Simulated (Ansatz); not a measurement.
# CuO: the cost of one run

Method: DFT r2SCAN, PAW, plane waves, scalar-relativistic, in Ansatz 0.2.0.

### 1 The system as given

It takes space group C2/c (No. 15, monoclinic). The conventional cell has a = 4.684 Å, b = 3.473 Å, c = 5.123 Å, α = 90.00°, β = 98.73°, γ = 90.00°. Cu (site symmetry -1) is surrounded by 4 O at 1.87 to 2.02 Å. O (site symmetry 2) has 4 Cu at 1.87 to 2.02 Å as nearest neighbours.

Structure file:

```cif
data_structure
_symmetry_space_group_name_H-M 'C2/c'
_symmetry_Int_Tables_number 15
_cell_length_a 4.6839
_cell_length_b 3.4734
_cell_length_c 5.1226
_cell_angle_alpha 90.000
_cell_angle_beta 98.730
_cell_angle_gamma 90.000
_cell_volume 82.37
loop_
_atom_site_label
_atom_site_type_symbol
_atom_site_symmetry_multiplicity
_atom_site_Wyckoff_symbol
_atom_site_fract_x
_atom_site_fract_y
_atom_site_fract_z
_atom_site_occupancy
Cu1 Cu 4 c 0.25000 0.25000 0.00000 1
O1 O 4 e 0.50000 0.97210 0.25000 1
```

In tables a label like O4 counts atoms in the order of input.yaml; a structure file may count by element.

Changes shown after the default run: Methfessel–Paxton smearing, width 0.15 eV; cutoff 60 eV; Anderson, β 1.0, backtracking line search; cold smearing, width 0.8 eV; Broyden, β 0.9, history 16, no preconditioner; Broyden, β 0.9, history 4, no preconditioner; Broyden, β 0.3, preconditioner Resta; linear mixing, β 0.4, Kerker; Anderson, β 0.5, history 12, no preconditioner.

The search for lower states is off throughout, and inputs that name a mixer don't switch to direct minimisation unless they say so. Spin is collinear, with starting moments Cu1 1.00, Cu2 1.00 μB. β is the mixing step of the charge; the magnetisation has a step of its own, which the program sets unless it is named.

### 2 Default SCF settings

input.yaml

```yaml
crystal:
  lattice:
    - [2.34195, -1.7367, 0.0]
    - [2.34195, 1.7367, 0.0]
    - [-0.7775, 0.0, 5.06325]
  atoms:
    - { symbol: Cu, position: [0.0, 0.5, 0.0], spin: 1.0 }
    - { symbol: Cu, position: [0.5, 0.0, 0.5], spin: 1.0 }
    - { symbol: O, position: [0.5279, 0.4721, 0.25] }
    - { symbol: O, position: [0.4721, 0.5279, 0.75] }
magnetization:
  spin_polarized: true
hamiltonian:
  xc: r2scan
  pseudopotentials: { kind: paw }
basis:
  ecutwfc: 500
kpoints:
  mp_grid: { grid: [7, 7, 4] }
scf:
  occupations: { method: gaussian, width: 0.1 }
  lower_state_search: "off"
output:
  forces: true
  stress: true
  write_density: true
  write_potential: true
  elf: true
  volumetric_format: npy
```

Run with:

```console
$ ansatz run input.yaml --threads 2 --pin off --max-ram 5120MiB --backend cpu --events-out ev --progress --plain --runs-dir out
```

What time and memory should one allow on 2 threads of Intel Xeon 6975P-C (Granite Rapids), shared host?

About 18 s, with a peak of 0.56 GiB.
